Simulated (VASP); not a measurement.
# Sr (P6_3/mmc) in VASP: further runs

The runs below take Sr through relaxation of cell and atoms, with PBE.

Everything below comes from runs of VASP 6.6.1. Logs are shortened: lines on timing, memory, paths and dates and some standing lists are left out, and cuts for length are marked.

### Step 1. Starting point

It takes space group P6_3/mmc (No. 194, hexagonal). The conventional cell has a = 4.310 Å, b = 4.310 Å, c = 7.050 Å, α = 90.00°, β = 90.00°, γ = 120.00°. Around Sr (site symmetry -6m2) lie 12 Sr at 4.31 Å.

This isn't the form of Sr at room conditions, which is fcc.

### Step 2. Relaxation of cell and atoms, PBE

File INCAR:

```
PREC = Accurate ; ENCUT = 520
EDIFF = 1E-6 ; ISMEAR = 0
SIGMA = 0.1 ; LREAL = False
LASPH = True ; NELM = 120
ALGO = Normal ; ISIF = 3
LWAVE = False ; LCHARG = False
GGA = PE ; IBRION = 2
NSW = 90 ; EDIFFG = -0.01
```

File KPOINTS:

```
Automatic mesh
0
Gamma
  12 12 6
```

File POSCAR:

```
Sr
1.0
    4.3100000000      0.0000000000      0.0000000000
   -2.1550000000      3.7325694900      0.0000000000
    0.0000000000      0.0000000000      7.0500000000
Sr
2
Direct
    0.3333333300      0.6666666700      0.2500000000
    0.6666666700      0.3333333300      0.7500000000
```

Potentials or basis: VASP PAW PBE potentials, release 64 (Sr_sv).

Started as:

```console
cat potpaw_PBE.64/Sr_sv/POTCAR > POTCAR
mpirun -np 1 vasp_std > vasp.out
```

OUTCAR:

```text
PREC = Accurate
   ENCUT = 520
   EDIFF = 1E-6
   ISMEAR = 0
   LREAL = False
   LASPH = True
   NELM = 120
   ISIF = 3
   GGA = PE
   IBRION = 2
   NSW = 90
   EDIFFG = -0.01

 ion  position               nearest neighbor table
   1  0.333  0.667  0.250-   2 4.31   2 4.31   2 4.31   2 4.31   2 4.31   2 4.31
   2  0.667  0.333  0.750-   1 4.31   1 4.31   1 4.31   1 4.31   1 4.31   1 4.31

  LATTYP: Found a hexagonal cell.
 ALAT       =     4.3100000000
 C/A-ratio  =     1.6357308585

  Lattice vectors:

 A1 = (   4.3100000000,   0.0000000000,   0.0000000000)
 A2 = (  -2.1550000000,   3.7325694900,   0.0000000000)
 A3 = (   0.0000000000,   0.0000000000,   7.0500000000)

Analysis of symmetry for initial positions (statically):
=====================================================================
 Subroutine PRICEL returns:
 Original cell was already a primitive cell.

 Routine SETGRP: Setting up the symmetry group for a
 hexagonal supercell.

 Subroutine GETGRP returns: Found 24 space group operations
 (whereof 12 operations were pure point group operations)
 out of a pool of 24 trial point group operations.

The static configuration has the point symmetry D_3d.
 The point group associated with its full space group is D_6h.

Analysis of symmetry for dynamics (positions and initial velocities):
=====================================================================
 Subroutine PRICEL returns:
 Original cell was already a primitive cell.

 Routine SETGRP: Setting up the symmetry group for a
 hexagonal supercell.

 Subroutine GETGRP returns: Found 24 space group operations
 (whereof 12 operations were pure point group operations)
 out of a pool of 24 trial point group operations.

The dynamic configuration has the point symmetry D_3d.
 The point group associated with its full space group is D_6h.

 Subroutine INISYM returns: Found 24 space group operations
 (whereof 12 operations are pure point group operations),
 and found     1 'primitive' translations

----------------------------------------------------------------------------------------

                                     Primitive cell

  volume of cell :     113.4160

  direct lattice vectors                    reciprocal lattice vectors
     4.310000000  0.000000000  0.000000000     0.232018561  0.133955979  0.000000000
    -2.155000000  3.732569490  0.000000000     0.000000000  0.267911958  0.000000000
     0.000000000  0.000000000  7.050000000     0.000000000  0.000000000  0.141843972

  length of vectors
     4.310000000  4.310000000  7.050000000     0.267911958  0.267911958  0.141843972

  position of ions in fractional coordinates (direct lattice)
     0.333333330  0.666666670  0.250000000
     0.666666670  0.333333330  0.750000000

  ion indices of the primitive-cell ions
   primitive index   ion index
                 1           1
                 2           2

----------------------------------------------------------------------------------------

 KPOINTS: Automatic mesh

Automatic generation of k-mesh.
 Grid dimensions read from file:
 generate k-points for:   12   12    6

 Generating k-lattice:

  Cartesian coordinates                     Fractional coordinates (reciprocal lattice)
     0.019334880  0.011162998  0.000000000     0.083333333  0.000000000  0.000000000
     0.000000000  0.022325996  0.000000000     0.000000000  0.083333333  0.000000000
     0.000000000  0.000000000  0.023640662     0.000000000  0.000000000  0.166666667

  Length of vectors
     0.022325996  0.022325996  0.023640662

  Shift w.r.t. Gamma in fractional coordinates (k-lattice)
     0.000000000  0.000000000  0.000000000

 Subroutine IBZKPT returns following result:
 ===========================================

 Found     76 irreducible k-points:

 Following reciprocal coordinates:
            Coordinates               Weight
  0.000000  0.000000  0.000000      1.000000
  0.083333 -0.000000  0.000000      6.000000
  0.166667 -0.000000  0.000000      6.000000
  0.250000 -0.000000  0.000000      6.000000
  0.333333 -0.000000  0.000000      6.000000
  0.416667 -0.000000  0.000000      6.000000
[... 16 lines left out ...]
  0.250000 -0.000000  0.166667     12.000000
  0.333333 -0.000000  0.166667     12.000000
 [... further k-points ...]
   k-points           NKPTS =     76   k-points in BZ     NKDIM =     76   number of bands    NBANDS=     14
   number of dos      NEDOS =    301   number of ions     NIONS =      2
   total plane-waves  NPLWV =  55296
   dimension x,y,z NGX =    32 NGY =   32 NGZ =   54
   dimension x,y,z NGXF=    64 NGYF=   64 NGZF=  108
   ions per type =               2
   NGX,Y,Z   is equivalent  to a cutoff of  12.34, 12.34, 12.73 a.u.
   NGXF,Y,Z  is equivalent  to a cutoff of  24.69, 24.69, 25.47 a.u.
 SYSTEM =  unknown system
   PREC   = accura    normal or accurate (medium, high low for compatibility)
   ISTART =      0    job   : 0-new  1-cont  2-samecut
   ICHARG =      2    charge: 1-file 2-atom 10-const
   ISPIN  =      1    spin polarized calculation?
   LNONCOLLINEAR =      F non collinear calculations
   LSORBIT =      F    spin-orbit coupling
   LASPH  =      T    aspherical Exc in radial PAW
   ENCUT  =  520.0 eV  38.22 Ry    6.18 a.u.   8.01  8.01 13.11*2*pi/ulx,y,z
   NELM   =    120;   NELMIN=  2; NELMDL= -5     # of ELM steps
   EDIFF  = 0.1E-05   stopping-criterion for ELM
   LREAL  =      F    real-space projection
   EDIFFG = -.1E-01   stopping-criterion for IOM
   NSW    =     90    number of steps for IOM
   IBRION =      2    ionic relax: 0-MD 1-quasi-New 2-CG
   NFREE  =      1    steps in history (QN), initial steepest desc. (CG)
   ISIF   =      3    stress and relaxation
   ISYM   =      2    0-nonsym 1-usesym 2-fastsym
   POTIM  = 0.5000    time-step for ionic-motion
   TEBEG  =    0.0;   TEEND  =   0.0 temperature during run
   PSTRESS=    0.0 pullay stress
   NELECT =      20.0000    total number of electrons
   NUPDOWN=      -1.0000    fix difference up-down
   EMIN   =  10.00;   EMAX   =-10.00  energy-range for DOS
   EFERMI =   0.00;   METHOD = LEGACY
   ISMEAR =     0;   SIGMA  =   0.10  broadening in eV -4-tet -1-fermi 0-gaus
   EFERMI_NEDOS =   21; number of points for ismear=-14 and -15
   IALGO  =     38    algorithm
   IMIX   =      4    mixing-type and parameters
     AMIX     =   0.40;   BMIX     =  1.00
     AMIX_MAG =   1.60;   BMIX_MAG =  1.00
  volume/ion in A,a.u.               =      56.71       382.68
  Fermi-wavevector in a.u.,A,eV,Ry     =   0.918037  1.734838 11.466874  0.842791
  Thomas-Fermi vector in A             =   2.043073
   LORBIT       =      0    0 simple, 1 ext, 2 COOP (PROOUT), +10 PAW based schemes
   GGA     = PE    functional components
   LHFCALC =     F    Hartree Fock is set to
   AEXX    =    0.0000 exact exchange contribution
   IVDW    =     0    specifies the selected vdW correction
   LEPSILON=     F    determine dielectric tensor
   LRPA    =     F    only Hartree local field effects (RPA)
 conjugate gradient relaxation of ions
 non-spin polarized calculation
 Gauss-broadening in eV      SIGMA  =   0.10
  energy-cutoff  :      520.00
  volume of cell :      113.42
 maximum number of plane-waves:      3090
   NGX = 17   NGY = 17   NGZ = 27

--------------------------------------- Ionic step        1  -------------------------------------------

 number of electron      20.0000000 magnetization

 Free energy of the ion-electron system (eV)
  ---------------------------------------------------
  ext. energy  EPLUGINS =         0.00000000
  ---------------------------------------------------
  free energy    TOTEN  =        -3.27244309 eV

  energy without entropy =       -3.26043734  energy(sigma->0) =       -3.26644022

------------------------ aborting loop because EDIFF is reached ----------------------------------------

  FORCE on cell =-STRESS in cart. coord.  units (eV):
  Direction    XX          YY          ZZ          XY          YZ          ZX
  --------------------------------------------------------------------------------------
  -------------------------------------------------------------------------------------
  Total       -0.2147800     -0.2147800     -0.1475964      0.0000000      0.0000000      0.0000000
  in kB       -3.0341020     -3.0341020     -2.0850290      0.0000000      0.0000000      0.0000000
  external PRESSURE =      -2.7177444 kB  Pullay stress =       0.0000000 kB

 VOLUME and BASIS-vectors are now :
 -----------------------------------------------------------------------------
  energy-cutoff  :      520.00
  volume of cell :      113.42
      direct lattice vectors                 reciprocal lattice vectors
     4.310000000  0.000000000  0.000000000     0.232018561  0.133955979  0.000000000
    -2.155000000  3.732569490  0.000000000     0.000000000  0.267911958  0.000000000
     0.000000000  0.000000000  7.050000000     0.000000000  0.000000000  0.141843972
[... 145 lines left out ...]
 POSITION                                       TOTAL-FORCE (eV/Angst)
 -----------------------------------------------------------------------------------
     -0.00000      2.46833      1.75274        -0.000000      0.000000      0.000000
      2.13764      1.23416      5.25822         0.000000     -0.000000      0.000000
 -----------------------------------------------------------------------------------
    total drift:                               -0.000006      0.000003     -0.000000

  FREE ENERGIE OF THE ION-ELECTRON SYSTEM (eV)
  ---------------------------------------------------
  free  energy   TOTEN  =        -3.2747977970 eV

  energy  without entropy=       -3.2623383421  energy(sigma->0) =       -3.26856807

--------------------------------------- Ionic step        6  -------------------------------------------

 number of electron      20.0000001 magnetization

 Free energy of the ion-electron system (eV)
  ---------------------------------------------------
  ext. energy  EPLUGINS =         0.00000000
  ---------------------------------------------------
  free energy    TOTEN  =        -3.27482127 eV

  energy without entropy =       -3.26232189  energy(sigma->0) =       -3.26857158

 E-fermi :   1.5808     XC(G=0):  -7.3292

 val. band max:        1.5789614199   @ k =   0.3333  -0.0000   0.0000
 cond. band min:       1.5809712623   @ k =   0.1667   0.1667   0.0000
 fundamental gap:      0.0020098425
 Fermi energy:         1.5808322102

 k-point     1 :       0.0000    0.0000    0.0000
  band No.  band energies     occupation
      1     -35.0688      2.00000
      2     -35.0556      2.00000
      3     -17.1440      2.00000
      4     -16.9845      2.00000
      5     -16.9845      2.00000
      6     -16.9589      2.00000
      7     -16.9589      2.00000
      8     -16.9556      2.00000
      9      -2.0775      2.00000
     10       0.4225      2.00000
     11       1.5982      0.80612
     12       3.8410      0.00000
     13       3.8601      0.00000
     14       3.8601      0.00000

 k-point     2 :       0.0833   -0.0000    0.0000
  band No.  band energies     occupation
      1     -35.0680      2.00000
      2     -35.0552      2.00000
      3     -17.1398      2.00000
      4     -16.9944      2.00000
      5     -16.9877      2.00000
      6     -16.9692      2.00000
      7     -16.9606      2.00000
      8     -16.9571      2.00000
      9      -1.9784      2.00000
     10       0.5269      2.00000
[... 362 lines left out ...]
 k-point    24 :       0.3333   -0.0000    0.1667
  band No.  band energies     occupation
      1     -35.0586      2.00000
      2     -35.0521      2.00000
      3     -17.1102      2.00000
      4     -17.0794      2.00000
      5     -17.0627      2.00000
      6     -17.0151      2.00000
      7     -16.9826      2.00000
      8     -16.9814      2.00000
      9      -0.5637      2.00000
     10       1.1227      2.00000
     11       1.8911      0.00001
     12       2.1220      0.00000
     13       3.1730      0.00000
     14       3.2404      0.00000

 [... further k-points ...]
[... 5 lines left out ...]
  --------------------------------------------------------------------------------------
  -------------------------------------------------------------------------------------
  Total       -0.0128666     -0.0128666      0.0129430      0.0000000     -0.0000000      0.0000000
  in kB       -0.1861036     -0.1861036      0.1872092      0.0000000     -0.0000000      0.0000000
  external PRESSURE =      -0.0616660 kB  Pullay stress =       0.0000000 kB

 VOLUME and BASIS-vectors are now :
 -----------------------------------------------------------------------------
  energy-cutoff  :      520.00
  volume of cell :      110.77
      direct lattice vectors                 reciprocal lattice vectors
     4.272277683  0.000000000  0.000000000     0.234067182  0.135138751  0.000000000
    -2.136138842  3.699901005  0.000000000    -0.000000000  0.270277502 -0.000000000
    -0.000000000  0.000000000  7.007597435     0.000000000  0.000000000  0.142702261

 POSITION                                       TOTAL-FORCE (eV/Angst)
 -----------------------------------------------------------------------------------
     -0.00000      2.46660      1.75190         0.000000     -0.000000      0.000000
      2.13614      1.23330      5.25570        -0.000000      0.000000      0.000000
 -----------------------------------------------------------------------------------
    total drift:                               -0.000006      0.000003     -0.000000

  FREE ENERGIE OF THE ION-ELECTRON SYSTEM (eV)
  ---------------------------------------------------
  free  energy   TOTEN  =        -3.2748212729 eV

  energy  without entropy=       -3.2623218914  energy(sigma->0) =       -3.26857158

 reached required accuracy - stopping structural energy minimisation
```

Run time: 3.3 min. Hardware: 1 thread of Intel Xeon Platinum 8488C (Sapphire Rapids), shared host; peak memory 0.3 GiB.

Results:

- Free energy: -3.2748 eV
- Relaxed volume: 55.38 Å³/atom
- Relaxed cell: a = 4.272 Å, b = 4.272 Å, c = 7.008 Å, α = 90.00°, β = 90.00°, γ = 120.00°
- Space group after relaxing (to 0.05 Å): P6_3/mmc (No. 194)
- Energy gained by relaxing: 1.2 meV/atom
- Ionic steps: 6
- Pressure after relaxing: 0.0 GPa
- Band gap on the k mesh: none (metal or under the smearing width)

The path:
| step | energy change (eV) | largest force (eV/Å) | pressure (GPa) | volume (Å³) |
| --- | --- | --- | --- | --- |
| 1 | 0.0000 | 0.0000 | -0.27 | 113.42 |
| 2 | -0.0020 | 0.0000 | -0.12 | 111.84 |
| 3 | -0.0024 | 0.0000 | 0.02 | 110.53 |
| 4 | -0.0024 | 0.0000 | 0.01 | 110.69 |
| 5 | -0.0024 | 0.0000 | -0.03 | 110.98 |
| 6 | -0.0024 | 0.0000 | -0.01 | 110.77 |

Final structure:
```
Sr
1.0
     4.27228    0.00000    0.00000
    -2.13614    3.69990    0.00000
     0.00000    0.00000    7.00760
Sr
2
Direct
  0.33333 0.66667 0.25000
  0.66667 0.33333 0.75000
```

(Continued in part 2 of 2.)
